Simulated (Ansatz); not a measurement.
## Property card for BaS

The calculation used Ansatz, DFT PBE, scalar-relativistic, plane waves, PAW.

Settings: cutoff 420 eV, Γ-centred mesh 8×8×8 on the computed 2-atom cell, Gaussian smearing of 0.02 eV; no spin polarisation.

The structure is relaxed at this level of theory with its symmetry kept.

```
Ba S
1.0
     0.00000    3.21439    3.21439
     3.21439    0.00000    3.21439
     3.21439    3.21439    0.00000
Ba S
1 1
Direct
  0.00000 0.00000 0.00000
  0.50000 0.50000 0.50000
```

```json
{"Space group": "Fm-3m (No. 225)", "Volume per atom": "224.1 bohr³", "Formation energy from the elements' standard states (uncorrected)": "-2.133 eV/atom", "Kohn–Sham band gap": "2.23 eV, indirect from Γ to X", "Löwdin character of the top 1 eV of the valence band": "S 3p 92 %, unprojected 5 %", "Electron masses at the edge by Cartesian direction of the standard setting (m_e; degenerate bands sorted by energy; no spin-orbit coupling)": "x: 1.3; y: 0.34; z: 0.34", "Hole masses at the edge by Cartesian direction of the standard setting (m_e; degenerate bands sorted by energy; no spin-orbit coupling)": "x: 2.7, 2.7, 0.23; y: 2.7, 2.7, 0.23; z: 2.7, 2.7, 0.23", "Bulk modulus": "42 GPa", "Its pressure derivative": "4.5", "Electronic dielectric constant xx, yy, zz of the standard setting (independent particles)": "5.2, 5.2, 5.2", "Bader charges (e)": "Ba (1 in the cell) 1.42, S (1 in the cell) -1.42"}
```

Spin-orbit coupling is left out, which matters for the bands of heavy elements.